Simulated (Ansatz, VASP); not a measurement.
# TiSb2: VASP beside Ansatz

Wanted: the spread between two codes on one cell, functional and k mesh. The structure shown comes from an earlier Ansatz run, which isn't shown and may have moved the atoms alone.

Program: Ansatz 0.2.0. Level of theory: plane waves, with VASP 6.6.1 beside it; elastic constants at LDA. Results are calculated unless marked as measured.

## (1) The starting structure

Symmetry: I4/mcm, No. 140, tetragonal system. The conventional cell has a = 6.594 Å, b = 6.594 Å, c = 5.643 Å, α = 90.00°, β = 90.00°, γ = 90.00°. Nearest to Ti lie 2 Ti at 2.82 Å and 8 Sb at 2.87 Å. Sb has 1 Sb at 2.86 Å and 4 Ti at 2.87 Å nearest. Farther neighbours are not listed.

## (2) Ansatz: elastic constants, LDA

Ansatz runs on its default PAW (the set named soft_2) files.

Elastic constants are differences of stresses under small strains, so they test the stress and the mesh.

File input.yaml:

```yaml
crystal:
  lattice:
    - [-3.2967829122, 3.2967829122, 2.8216931521]
    - [3.2967829122, -3.2967829122, 2.8216931521]
    - [3.2967829122, 3.2967829122, -2.8216931521]
  atoms:
    - { symbol: Ti, position: [0.25, 0.25, 0.0] }
    - { symbol: Ti, position: [0.75, 0.75, 0.0] }
    - { symbol: Sb, position: [0.6531767036, 0.1531767036, 0.8063534071] }
    - { symbol: Sb, position: [0.1531767036, 0.3468232964, 0.5] }
    - { symbol: Sb, position: [0.3468232964, 0.8468232964, 0.1936465929] }
    - { symbol: Sb, position: [0.8468232964, 0.6531767036, 0.5] }
kpoints:
  mp_grid: { grid: [6, 6, 6] }
hamiltonian:
  xc: lda
scf:
  occupations: { method: gaussian, width: 0.05 }
output:
  forces: true
  stress: true
  eigenvalues: true
elastic:
  mode: relaxed_ion
  stencil: two_point
  amplitude: 0.002
```

Command:

```console
> ansatz run input.yaml --threads 4 --pin off --max-ram 16384MiB --backend cpu --events-out ev --progress --plain --runs-dir out
```

Numbers of over 12 decimals in the logs are rounded to 6 here.

Log:

```text
Engine: ansatz 0.2.0, aarch64-unknown-linux-gnu
Pseudopotentials: kind: paw
Pseudopotential: Ti, paw, valence charge 12, recommended cutoff 420 eV (normal), Ti.paw.azcp
Pseudopotential: Sb, paw, valence charge 15, recommended cutoff 420 eV (normal), Sb.paw.azcp
Functional definition: SPW92
  exchange = slater_x
  correlation = pw_c
Crystal: 6 atoms, lattice volume = 122.673 Å³
Basis set: ecut = 420 eV, 2385 PW (Γ)
Bands: 51, of which v1, the nominal top of the filled ones, is band 42 counted from 1 (41 counted from 0)
Symmetry: 16 space group operations
Space group: I4/mcm (ITA 140), of the structure as read, at distance tolerance 5.0e-5 Å
k-points: 30 of 216
Non-local potential: Ti, projectors of the file, l = 0: 3, l = 1: 2, l = 2: 3, l = 3: 1
Non-local potential: Sb, projectors of the file, l = 0: 2, l = 1: 2, l = 2: 2, l = 3: 2
PAW form: soft (Blöchl's): semilocal exchange-correlation on the pseudo side does not see the compensation charge
PAW frozen core: Ti, regenerated for the run's functional, and the local potential with it (the file was generated under x = pbe(κ = 0.804, μ = 0.219515), c = pbe(β = 0.066725))
PAW frozen core: Sb, regenerated for the run's functional, and the local potential with it (the file was generated under x = pbe(κ = 0.804, μ = 0.219515), c = pbe(β = 0.066725))
PAW one-centre angular grid: Ti, 590 points (default); XC on 64 Gauss nodes
PAW one-centre angular grid: Sb, 590 points (default); XC on 64 Gauss nodes
Initial density: superposition of atomic densities (neutral atoms: chi_scale 0, normalization atom), corrected by the library's trained network
Initial wavefunctions: pseudopotential atomic-orbital guess
Functional: x = slater, c = lda
SCF iter   1: F=—  HF=-30246.785868 eV  |F-HF|=—  |Δ(HF+E_count)|=         —  Δρ=8.71e-3  dr2=4.73e-2  ethr=1.77e-3  ⟨swp⟩=7.5  Hψ=6908  notcnv=0
preconditioner: auto → Resta (q_TF=auto, 2.561 Å⁻¹)  ε∞=8.3  [insulator: Δε(μ)=0.063 eV  Ē_g=6.559 eV  σ=0.050 eV  W_gap=0.61  n_scr=34 (ndim 8)  ℏωp=17.7 eV  f_vac=0.000  D(μ)=1.46/eV (n_scr^D=12)  ε∞_Penn≈8.3]
SCF iter   2: F=—  HF=-30246.776446 eV  |F-HF|=—  |Δ(HF+E_count)|=   9.42e-3  Δρ=4.43e-3  dr2=1.29e-2  ethr=5.63e-5  ⟨swp⟩=1.4  Hψ=1809  notcnv=0  defer=14
SCF iter   3: F=—  HF=-30246.773415 eV  |F-HF|=—  |Δ(HF+E_count)|=   3.03e-3  Δρ=7.45e-4  dr2=5.77e-4  ethr=1.54e-5  ⟨swp⟩=1.9  Hψ=1647  notcnv=0  defer=14
SCF iter   4: F=—  HF=-30246.773287 eV  |F-HF|=—  |Δ(HF+E_count)|=   1.27e-4  Δρ=1.22e-4  dr2=1.43e-5  ethr=6.87e-7  ⟨swp⟩=2.0  Hψ=1788  notcnv=0  defer=14
SCF iter   5: F=—  HF=-30246.773280 eV  |F-HF|=—  |Δ(HF+E_count)|=   7.78e-6  Δρ=2.69e-5  dr2=8.43e-7  ethr=1.70e-8  ⟨swp⟩=2.9  Hψ=2727  notcnv=0  defer=14
SCF iter   6: F=—  HF=-30246.773279 eV  |F-HF|=—  |Δ(HF+E_count)|=   4.86e-7  Δρ=5.78e-6  dr2=3.47e-8  ethr=1.00e-9  ⟨swp⟩=2.1  Hψ=2651  notcnv=0  defer=14
SCF iter   7: F=—  HF=-30246.773279 eV  |F-HF|=—  |Δ(HF+E_count)|=   2.20e-9  Δρ=1.08e-6  dr2=1.52e-9  ethr=4.13e-11  ⟨swp⟩=2.0  Hψ=1864  notcnv=0  defer=14
SCF iter   8: F=—  HF=-30246.773279 eV  |F-HF|=—  |Δ(HF+E_count)|=  2.26e-10  Δρ=1.87e-7  dr2=4.69e-11  ethr=1.81e-12  ⟨swp⟩=2.0  Hψ=1841  notcnv=0  defer=14
SCF iter   9: F=—  HF=-30246.773279 eV  |F-HF|=—  |Δ(HF+E_count)|=    0.00e0  Δρ=3.75e-8  dr2=1.16e-12  ethr=5.58e-14 (applied; sched 1.00e-12)  ⟨swp⟩=2.4  Hψ=2145  notcnv=0  defer=86
SCF iter  10: F=-30246.773279 eV  HF=-30246.773279 eV  |F-HF|=1.46e-11  |Δ(HF+E_count)|=  7.28e-12  Δρ=8.61e-9  dr2=7.25e-14  ethr=1.00e-12  ⟨swp⟩=9.8  Hψ=6533  notcnv=0
SCF 1 converged in 10 iterations: F = -30246.773279 eV  dr2 = 7.25e-14
  greatest PAW one-centre occupation: 0.999 electrons in one spin orbital (limit 2), on the Ti atom at site 1 (counted from 0), in its partial waves of l = 0
relax step   1: F+E_penalty+E_count = -30246.77327906 eV  Δ(F+E_penalty+E_count) = +0.000e0 eV  max|allowed force component| = 4.793e-3 eV/Å  Δτ_max = 0.0000 Å  (10 SCF iters, accepted)
Initial density: handed on by an earlier stage of this run
Initial wavefunctions: pseudopotential atomic-orbital guess (no wavefunctions were taken with the density)
[...]
preconditioner: auto → Resta (q_TF=auto, 2.561 Å⁻¹)  ε∞=8.2  [insulator: Δε(μ)=0.054 eV  Ē_g=6.601 eV  σ=0.050 eV  W_gap=0.53  n_scr=34 (ndim 8)  ℏωp=17.7 eV  f_vac=0.000  D(μ)=1.84/eV (n_scr^D=12)  ε∞_Penn≈8.2]
[...]
SCF iter   1: F=—  HF=-30246.773171 eV  |F-HF|=—  |Δ(HF+E_count)|=         —  Δρ=7.18e-9  dr2=6.92e-14  ethr=1.00e-12  ⟨swp⟩=2.5  Hψ=10134  notcnv=0
iter 2 did not close the SCF: its close was put off for the readings that it lacked (scf_convergence_deferred on its scf_iter line)
SCF iter   2: F=-30246.773171 eV  HF=-30246.773171 eV  |F-HF|=0.00e0  |Δ(HF+E_count)|=    0.00e0  Δρ=4.25e-9  dr2=2.91e-14  ethr=1.19e-16 (applied; sched 1.00e-12)  ⟨swp⟩=2.6  Hψ=4361  notcnv=0
iter 3 did not close the SCF: its close was put off for the readings that it lacked (scf_convergence_deferred on its scf_iter line)
SCF iter   3: F=-30246.773171 eV  HF=-30246.773171 eV  |F-HF|=1.46e-11  |Δ(HF+E_count)|=  7.28e-12  Δρ=6.75e-10  dr2=1.04e-15  ethr=1.19e-16 (applied; sched 1.00e-12)  ⟨swp⟩=1.0  Hψ=2346  notcnv=0
[...]
SCF iter   6: F=-30246.773171 eV  HF=-30246.773171 eV  |F-HF|=0.00e0  |Δ(HF+E_count)|=    0.00e0  Δρ=1.29e-11  dr2=1.91e-19  ethr=1.00e-12  ⟨swp⟩=1.0  Hψ=4876  notcnv=0
SCF 37 converged in 6 iterations: F = -30246.773171 eV  dr2 = 1.91e-19
SCF converged after 13 iterations
Free energy (F): -30246.773286 eV
Harris-Foulkes:  -30246.773286 eV  (|F-HF|=1.46e-11)
Internal energy: -30246.771393 eV  (E = F + TS)
E sigma→0 (E₀):  -30246.772339 eV
Entropy (-TS):   -0.001893 eV (-0.316 meV/atom)
Fermi energy:    14.232080 eV
--- Per-component energies (eV) ---
  E_band       = -714.920398
  E_kinetic    = 1392.657003
  E_local      = -6839.494308  (includes V_loc(G=0)·N_el)
  E_nonlocal   = 1496.159676
  E_hartree    = 3106.884830
  E_xc         = -752.064468
  E_vxc        = -642.308161  (∫ρ·V_xc dr)
  E_paw        = -19711.093905  (= ΣΔE_a)
  E_vpaw       = -2335.704476  (= ΣTr[D̂ρ^β])
  E_aug_tail   = 0.000208  (compensation charges beyond the density's cutoff)
  E_ewald      = -8942.707625
  E_core_change = 2.887195  (= ΣΔE_core)
  E_smearing   = -0.001893  (= −TS)
  E_closure    = -0.000000  (closes the sum)
  Σ components = -30246.773286   (vs F -30246.773286, Δ=0.00e0)
--- Forces (eV/Å), atoms counted from 1 ---
  atom   1  Ti     0.00000000    -0.00000000     0.00000000
  atom   2  Ti     0.00000000     0.00000000     0.00000000
  atom   3  Sb    -0.00001502    -0.00001502     0.00000000
  atom   4  Sb     0.00001502    -0.00001502    -0.00000000
  atom   5  Sb     0.00001502     0.00001502     0.00000000
  atom   6  Sb    -0.00001502     0.00001502    -0.00000000
  max |Σ_I F_I| component: 4.77e-17 eV/Å
--- Stress (GPa, compression-positive) ---
       -0.008503       0.000000       0.000000
        0.000000      -0.008503       0.000000
        0.000000       0.000000      -0.027342
  P = ⅓ Tr σ = -0.0148 GPa (-0.148 kbar)
--- Band table (eV; the first three rows and the last of 30) ---
  k-point 0: bands = [... 38 lower, 11.1032, 11.8428, 12.4517, 13.2887, 14.6619, 15.0585, 15.7180, 15.7180, ... 5 higher]
  k-point 1: bands = [... 38 lower, 11.7593, 11.9091, 12.2783, 13.1133, 14.9317, 15.4600, 15.4658, 15.9719, ... 5 higher]
  k-point 2: bands = [... 38 lower, 11.9259, 12.2115, 12.9692, 13.2030, 14.9523, 15.1170, 15.6538, 16.1693, ... 5 higher]
  k-point 29: bands = [... 38 lower, 13.6289, 13.6402, 13.6627, 14.8587, 14.8587, 14.9133, 15.0322, 16.2984, ... 5 higher]
--- Elastic constants: 4 strain directions × 2 members + reference (group order 16) ---
  dense FFT box of the reference and of every strained cell: 40×40×40
  strains applied: 11, 33, 23, 12; error gains: componentwise 1.00 (the most a stress slope's error grows in a printed constant), spectral 1.41 (1 for all six strains in a standard setting)
  reference relaxed by the batch: 3 steps; max|allowed force component| 4.79e-3 eV/Å at the deck's positions, 1.50e-5 at the last accepted step, 1.50e-5 by the solve of record
  largest displacement 4.9e-4 Å; the constants are those of the deck's cell at these positions:
  atoms:
    - { symbol: Ti, position: [0.25, 0.25, 0] }
    - { symbol: Ti, position: [0.75, 0.75, 0] }
    - { symbol: Sb, position: [0.653124, 0.153124, 0.806249] }
    - { symbol: Sb, position: [0.153124, 0.346876, 0.5] }
    - { symbol: Sb, position: [0.346876, 0.846876, 0.193751] }
    - { symbol: Sb, position: [0.846876, 0.653124, 0.500000] }
  C = ∂σ_k/∂η_j (tension-positive GPa; Voigt order 11 22 33 23 13 12):
       219.014     45.966     65.010      0.000      0.000     -0.000
        45.966    219.014     65.010      0.000      0.000     -0.000
        64.955     64.955    163.514     -0.000      0.000      0.000
         0.000      0.000      0.000     49.268      0.000      0.000
         0.000      0.000      0.000      0.000     49.268      0.000
         0.000      0.000      0.000      0.000      0.000     74.007
  reference stress σ⁰ (GPa):      0.009      0.009      0.027     -0.000     -0.000     -0.000
  C* (energy form; C + prestress term) asymmetry max|C*_kj − C*_jk| = 3.652e-2 GPa — a small one proves nothing (zero by symmetry where the batch's group is 432, −43m or m−3m); a large one is finite-difference/SCF noise where every solve meets its electron count
  moduli (Voigt/Reuss/Hill, GPa): K = 105.93/105.04/105.49   G = 62.88/59.61/61.24   E = 153.94   ν = 0.257
  mechanically stable: yes (min eigenvalue of sym C = 49.27 GPa)
  the stresses are not corrected for the forces that the relaxations left standing (`elastic.f_tol`)
  strain η (Voigt 11):  stress-route row diagonal C_11 = 219.01 GPa, energy-path curvature d²(F+E_count+ΔE)/dδ²/Ω₀ = 219.04 GPa
         δ    σ_11 (GPa)             F (eV)   n_scf  n_hpsi   n_pw
    -2.000e-3      -0.4324      -30246.7729575       6   27341   2418   relax 3 steps, max|allowed force component| 1.71e-6 eV/Å
     2.000e-3       0.4437      -30246.7729345       6   27269   2426   relax 3 steps, max|allowed force component| 2.31e-8 eV/Å
  strain η (Voigt 33):  stress-route row diagonal C_33 = 163.51 GPa, energy-path curvature d²(F+E_count+ΔE)/dδ²/Ω₀ = 163.56 GPa
         δ    σ_33 (GPa)             F (eV)   n_scf  n_hpsi   n_pw
    -2.000e-3      -0.3042      -30246.7730816       6   17612   2414   relax 2 steps, max|allowed force component| 5.87e-6 eV/Å
     2.000e-3       0.3499      -30246.7730046       6   17592   2430   relax 3 steps, max|allowed force component| 6.28e-7 eV/Å
  strain η (Voigt 23):  stress-route row diagonal C_44 = 49.27 GPa, energy-path curvature d²(F+E_count+ΔE)/dδ²/Ω₀ = 49.23 GPa
         δ    σ_23 (GPa)             F (eV)   n_scf  n_hpsi   n_pw
    -2.000e-3      -0.0985      -30246.7732100       6   40315   2420   relax 4 steps, max|allowed force component| 8.00e-6 eV/Å
     2.000e-3       0.0985      -30246.7732100       6   40246   2420   relax 4 steps, max|allowed force component| 8.00e-6 eV/Å
  strain η (Voigt 12):  stress-route row diagonal C_66 = 74.01 GPa, energy-path curvature d²(F+E_count+ΔE)/dδ²/Ω₀ = 74.06 GPa
         δ    σ_12 (GPa)             F (eV)   n_scf  n_hpsi   n_pw
    -2.000e-3      -0.1480      -30246.7731710       6   27340   2422   relax 3 steps, max|allowed force component| 2.55e-5 eV/Å
     2.000e-3       0.1480      -30246.7731710       6   27325   2422   relax 3 steps, max|allowed force component| 2.55e-5 eV/Å
```

[end of part 1 of 2]

[Lines on the potential files, build, host, timing and source positions are cut from VASP's logs without a mark.]

[Logs are printed without paths, hosts, clocks, repeated set-up lines and the standing remarks that a program may print on its own settings, such as how far it seeks lower states.]

[Hosts, paths, dates, database ids (printed as entryN), source tags and the programs' standing remarks are cut or masked in the printed files.]
